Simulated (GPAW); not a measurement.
## A GW chain in GPAW: BeS (F-43m)

How does a plane-wave GW calculation on BeS (F-43m) run from the first input to the gap?

Method: LDA and many-body steps on it, plane waves, in GPAW 26.7.0.

Report form: the programs' logs are mostly left out.

The database entry behind the starting cell differs from later determinations by our own check (0.1 to 0.3 % short, probably kX units), so it need not match the best structure at ambient conditions.

### Step 1. The starting structure

It takes space group F-43m (No. 216, cubic). Conventional cell: a = 4.850 Å, b = 4.850 Å, c = 4.850 Å, α = 90.00°, β = 90.00°, γ = 90.00°. Nearest to Be lie 4 S at 2.10 Å. S has 4 Be at 2.10 Å nearest. Farther neighbours and most contacts between anions are not listed.

The cell and positions come from the Crystallography Open Database and are kept as given unless a step says otherwise.

### Step 2. Ground state

This step: GPAW 26.7.0; DFT, LDA, plane waves, PAW.

The ground-state density comes first.

The input, run.py:

```python
import json
import numpy as np
from gpaw.mpi import world
from ase import Atoms
from gpaw import GPAW, PW, FermiDirac

atoms = Atoms(['Be', 'S'],
    cell=[[0.0000000000, 2.4250000000, 2.4250000000],
      [2.4250000000, 0.0000000000, 2.4250000000],
      [2.4250000000, 2.4250000000, 0.0000000000]],
    scaled_positions=[[0.0000000000, 0.0000000000, 0.0000000000],
      [0.2500000000, 0.2500000000, 0.2500000000]],
    pbc=(True, True, True))
calc = GPAW(mode=PW(600),
    xc='LDA',
    kpts={'size': (8, 8, 8), 'gamma': True},
    occupations=FermiDirac(0.001),
    nbands=-7,
    convergence={'density': 1e-6, 'bands': -3},
    maxiter=100,
    txt='gs.txt')
atoms.calc = calc
res = {'energy': atoms.get_potential_energy()}
kpts = calc.get_ibz_k_points()
res['kpts'] = kpts
res['eigenvalues'] = [calc.get_eigenvalues(kpt=k) for k in range(len(kpts))]
res['n_electrons'] = calc.get_number_of_electrons()
calc.write('gs.gpw')

if world.rank == 0:
    with open('result.json', 'w') as f:
        json.dump(res, f, default=lambda x: x.tolist())
```

Started as:

```bash
$ mpirun -n 4 gpaw python run.py
```

Wall time 4 s (4 MPI ranks of Arm Neoverse V1, shared host); peak memory 0.57 GiB; 16 s of CPU time.

This step gave:

```yaml
total_energy: -11.11 eV
gap: 2.896 eV
k_of_the_valence_top: 0, 0, 0
k_of_the_conduction_bottom: 0.5, 0.5, 0
least_direct_gap: 5.507 eV
```

The gap is indirect, with the least direct gap 2.61 eV higher.

### Step 3. Bands along the symmetry lines

The cheap functional maps the bands first; the places of the edges decide which points the dearer methods must see.

The input, run.py:

```python
import json
import numpy as np
from gpaw.mpi import world
from gpaw import GPAW

path = [[0.000000, 0.000000, 0.000000],
    [-0.062500, -0.062500, 0.000000],
    [-0.125000, -0.125000, 0.000000],
    [-0.187500, -0.187500, 0.000000],
    [-0.250000, -0.250000, 0.000000],
    [-0.312500, -0.312500, 0.000000],
    [-0.375000, -0.375000, 0.000000],
    [-0.437500, -0.437500, 0.000000],
    [-0.500000, -0.500000, 0.000000],
    [-0.484375, -0.484375, 0.031250],
    [-0.468750, -0.468750, 0.062500],
    [-0.453125, -0.453125, 0.093750],
    [-0.437500, -0.437500, 0.125000],
    [-0.421875, -0.421875, 0.156250],
    [-0.406250, -0.406250, 0.187500],
    [-0.390625, -0.390625, 0.218750],
    [-0.375000, -0.375000, 0.250000],
    [-0.375000, 0.000000, 0.375000],
    [-0.328125, 0.000000, 0.328125],
    [-0.281250, 0.000000, 0.281250],
    [-0.234375, 0.000000, 0.234375],
    [-0.187500, 0.000000, 0.187500],
    [-0.140625, 0.000000, 0.140625],
    [-0.093750, 0.000000, 0.093750],
    [-0.046875, 0.000000, 0.046875],
    [0.000000, 0.000000, 0.000000],
    [0.000000, 0.000000, 0.062500],
    [0.000000, 0.000000, 0.125000],
    [0.000000, 0.000000, 0.187500],
    [0.000000, 0.000000, 0.250000],
    [0.000000, 0.000000, 0.312500],
    [0.000000, 0.000000, 0.375000],
    [0.000000, 0.000000, 0.437500],
    [-0.000000, -0.000000, 0.500000],
    [-0.062500, -0.031250, 0.468750],
    [-0.125000, -0.062500, 0.437500],
    [-0.187500, -0.093750, 0.406250],
    [-0.250000, -0.125000, 0.375000],
    [-0.312500, -0.156250, 0.343750],
    [-0.375000, -0.187500, 0.312500],
    [-0.437500, -0.218750, 0.281250],
    [-0.500000, -0.250000, 0.250000],
    [-0.500000, -0.281250, 0.218750],
    [-0.500000, -0.312500, 0.187500],
    [-0.500000, -0.343750, 0.156250],
    [-0.500000, -0.375000, 0.125000],
    [-0.500000, -0.406250, 0.093750],
    [-0.500000, -0.437500, 0.062500],
    [-0.500000, -0.468750, 0.031250],
    [-0.500000, -0.500000, 0.000000]]
calc = GPAW('gs.gpw').fixed_density(kpts=path,
    symmetry='off',
    nbands=14,
    convergence={'bands': 10},
    txt='bands.txt')
res = {}
kpts = calc.get_ibz_k_points()
res['kpts'] = kpts
res['eigenvalues'] = [calc.get_eigenvalues(kpt=k) for k in range(len(kpts))]
res['n_electrons'] = calc.get_number_of_electrons()

if world.rank == 0:
    with open('result.json', 'w') as f:
        json.dump(res, f, default=lambda x: x.tolist())
```

Started as:

```bash
$ mpirun -n 4 gpaw python run.py
```

Run time: 4.6 s. Hardware: 4 MPI ranks; peak memory 0.6 GiB.

Numbers from this step:

| Quantity | Value |
| --- | --- |
| gap | 2.896 eV |
| k of the valence top | 0, 0, 0 |
| k of the conduction bottom | -0.5, -0.5, 0 |
| least direct gap | 5.460 eV |

The gap is 2.896 eV, as in the run before at this level.

The electronic bands at the labelled points (eV, zero at the top of the highest filled band; v1 is the highest filled band, c1 the lowest empty one):

```csv
point,v4,v3,v2,v1,c1,c2,c3,c4
Γ,-13.69,0.00,0.00,0.00,5.51,5.51,5.51,5.64
halfway,-12.79,-2.76,-1.64,-1.64,4.26,6.45,8.54,8.54
X,-11.51,-5.05,-2.68,-2.68,2.90,4.78,12.54,12.54
halfway,-11.50,-4.93,-3.25,-2.57,3.43,5.40,11.82,12.09
U,-11.52,-4.58,-4.18,-2.23,4.18,7.36,10.37,11.17
jump to K,-11.52,-4.58,-4.18,-2.23,4.18,7.36,10.37,11.17
halfway,-12.71,-3.57,-2.18,-0.60,6.13,6.74,7.09,8.48
Γ,-13.69,0.00,0.00,0.00,5.51,5.51,5.51,5.64
halfway,-13.01,-3.35,-0.61,-0.61,5.38,6.41,6.41,9.06
L,-12.06,-5.86,-1.05,-1.05,5.33,6.40,6.40,10.92
halfway,-11.78,-5.32,-2.81,-1.87,5.91,6.44,8.98,10.32
W,-11.45,-4.26,-3.94,-3.42,6.30,7.88,8.24,8.77
halfway,-11.48,-4.81,-3.17,-3.09,4.15,5.81,10.91,11.20
X,-11.51,-5.05,-2.68,-2.68,2.90,4.78,12.54,12.54
```

### Step 4. Empty states on the mesh, 6×6×6 mesh, 100 bands

The sums over transitions need many empty states on a uniform mesh; this step solves for them.

The input, run.py:

```python
import json
import numpy as np
from gpaw.mpi import world
from gpaw import GPAW

calc = GPAW('gs.gpw').fixed_density(kpts={'size': (6, 6, 6), 'gamma': True},
    parallel={'domain': 1, 'band': 1},
    txt='nscf.txt')
calc.diagonalize_full_hamiltonian(nbands=100)
calc.write('full.gpw', mode='all')
res = {}
kpts = calc.get_ibz_k_points()
res['kpts'] = kpts
res['eigenvalues'] = [calc.get_eigenvalues(kpt=k) for k in range(len(kpts))]
res['n_electrons'] = calc.get_number_of_electrons()

if world.rank == 0:
    with open('result.json', 'w') as f:
        json.dump(res, f, default=lambda x: x.tolist())
```

Started as:

```bash
$ mpirun -n 4 gpaw python run.py
```

It took 7.1 s on 4 MPI ranks; peak memory 0.87 GiB.

Numbers from this step:

```yaml
gap: 2.896 eV
k_of_the_valence_top: 0, 0, 0
k_of_the_conduction_bottom: 0.5, 0.5, 0
least_direct_gap: 5.507 eV
k_points_computed: 16
lowest_point_of_the_top_converged_band_above_the_valence_top: 117.1115 eV
```

On this mesh the gap is 2.896 eV.

### Step 5. Screening and self-energy, 6×6×6 mesh, 90 bands, screening to 125 eV

G0W0 replaces the xc potential by the self-energy, built once from these orbitals. Only a window of levels is corrected, while the sums run over the empty bands that the input names.

This step: G0W0 on LDA, plane waves, PAW.

The input, run.py:

```python
import json
import numpy as np
from gpaw.mpi import world
from gpaw.response.g0w0 import G0W0

gw = G0W0('full.gpw',
    filename='gw',
    kpts=[0, 12],
    bands=(2, 6),
    ecut=125,
    nbands=90,
    integrate_gamma='WS',
    ppa=True)
gw.calculate()
res = {mode: {k: v for k, v in r.items() if k != 'sigma_eskwn'}
       for mode, r in gw.all_results.items()}

if world.rank == 0:
    with open('result.json', 'w') as f:
        json.dump(res, f, default=lambda x: x.tolist())
```

Started as:

```bash
$ mpirun -n 4 gpaw python run.py
```

It took 37 s on 4 MPI ranks; peak memory 0.96 GiB.

Numbers from this step:

| Item | Value |
| --- | --- |
| G0W0 gap on the points computed | 4.269 eV |
| least direct G0W0 gap on the computed points | 7.133 eV |
| Z at the valence top | 0.7967 |
| Z at the conduction bottom | 0.8264 |
| starting gap on the mesh | 2.896 eV |
| k of the valence top | 0, 0, 0 |
| k of the conduction bottom | 0.5, 0.5, 0 |

The gap on the mesh goes from 2.90 eV to 4.27 eV, a correction of +1.37 eV.

Limits: finite bands, cutoff and mesh. v1 is the top filled band, c1 the lowest empty one. The levels before and after the correction (eV, zero at the valence-band top of each column):

```csv
,conduction bottom,valence top
Kohn-Sham,2.90,0.00
G0W0,4.27,0.00
```

```csv
,level,energy (eV)
Kohn-Sham,Γ v2-v1,0.000
Kohn-Sham,Γ c1-c2,5.507
Kohn-Sham,(0.5 0.5 0) v2-v1,-2.683
Kohn-Sham,(0.5 0.5 0) c1,2.896
Kohn-Sham,(0.5 0.5 0) c2,4.780
G0W0,Γ v2-v1,0.000
G0W0,Γ c1-c2,7.244
G0W0,(0.5 0.5 0) v2-v1,-2.865
G0W0,(0.5 0.5 0) c1,4.269
G0W0,(0.5 0.5 0) c2,6.242
```

### Step 6. Where the time went

Times are wall times on 4 MPI ranks of Arm Neoverse V1, shared host, good to a factor of about two.

```csv
step,time,share,memory (GiB)
ground state,4 s,8 %,0.57
bands along the symmetry lines,4.6 s,9 %,0.6
empty states on the mesh,7.1 s,13 %,0.87
screening and self-energy,37 s,70 %,0.96
```

### Step 7. What came out

```json
{
  "LDA gap": "2.90 eV, indirect",
  "G0W0 gap on the mesh": "4.27 eV",
  "GW settings": "6×6×6 mesh, 90 bands, screening to 125 eV, Godby-Needs plasmon pole",
  "known limits": "not at the basis limit"
}
```

In words: G0W0 moves the gap on the mesh from 2.90 eV to 4.27 eV (+1.37 eV), with Z of 0.80 and 0.83 at the edges. Only 2 of the mesh's irreducible points were corrected, so a valley elsewhere could overtake. The dearest step here is «screening and self-energy». Bands and cutoff are finite, so the gap is not at the basis limit. The miss can reach some tenths of an eV and take either sign; the mesh is an error of its own. These stock PAW sets were not made for GW. In the G0W0 run levels were corrected at 2 k points alone, so a gap called «on the mesh» is the least over those, and an edge elsewhere would be missed.

[Paths, hosts, dates, memory and timing lines, banners, echoed tables and standing remarks are left out of the program output.]

[Logs are printed without paths, hosts, clocks, repeated set-up lines and the standing remarks that a program may print on its own settings, such as how far it seeks lower states.]

[Runs of the session that timed out or met a known fault of the program may be left out.]

[Hosts, paths, dates, database ids (printed as entryN), source tags and the programs' standing remarks are cut or masked in the printed files.]
